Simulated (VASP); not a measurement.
A run of VASP 6.6.1 is set up as follows.

INCAR

```
SYSTEM = SnO2
PREC = Accurate
ENCUT = 520
EDIFF = 1E-6
ISMEAR = 0
SIGMA = 0.5
LREAL = .False.
LASPH = .True.
NELM = 100
ALGO = Normal
ISIF = 2
LWAVE = .False.
LCHARG = .False.
GGA = PS
```

KPOINTS

```
regular mesh
0
Gamma
  6 6 6
  0 0 0
```

The input POSCAR:

```
SnO2
1.0
    5.1161500000      0.0000000000      0.0000000000
    0.0000000000      5.1161500000      0.0000000000
    0.0000000000      0.0000000000      5.1161500000
Sn O
4 8
Direct
    0.0000000000      0.5000000000      0.5000000000
    0.5000000000      0.5000000000      0.0000000000
    0.5000000000      0.0000000000      0.5000000000
    0.0000000000      0.0000000000      0.0000000000
    0.3391800000      0.1608200000      0.8391800000
    0.1608200000      0.8391800000      0.3391800000
    0.8391800000      0.3391800000      0.1608200000
    0.6608200000      0.6608200000      0.6608200000
    0.3391800000      0.3391800000      0.3391800000
    0.1608200000      0.6608200000      0.8391800000
    0.8391800000      0.1608200000      0.6608200000
    0.6608200000      0.8391800000      0.1608200000
```

Potentials or basis: VASP PAW PBE potentials, release 64 (Sn_d, O).

Run with:

```console
$ cat potpaw_PBE.64/Sn_d/POTCAR potpaw_PBE.64/O/POTCAR > POTCAR
$ mpirun -np 1 vasp_std > vasp.out
```

Task: What does it give for the pressure?

Result: 0.3 GPa.

Task: Estimate the band gap on the k mesh.

Result: 0.82 eV, indirect (least direct gap 0.90 eV).

Task: Estimate the largest force.

Result: 0.004 eV/Å.

Forces in eV/Å, atoms in the order of the input:
```
Sn   0.000  0.000  0.000
Sn   0.000  0.000  0.000
Sn   0.000  0.000  0.000
Sn   0.000  0.000  0.000
O    0.002 -0.002  0.002
O   -0.002  0.002  0.002
O    0.002  0.002 -0.002
O   -0.002 -0.002 -0.002
O    0.002  0.002  0.002
O   -0.002 -0.002  0.002
O    0.002 -0.002 -0.002
O   -0.002  0.002 -0.002
```

Caveat: the PAW data sets were made with another functional, which shifts forces and pressure a little; spin-orbit coupling is left out, which moves the levels of the heavy elements. A k mesh can miss the band edges.
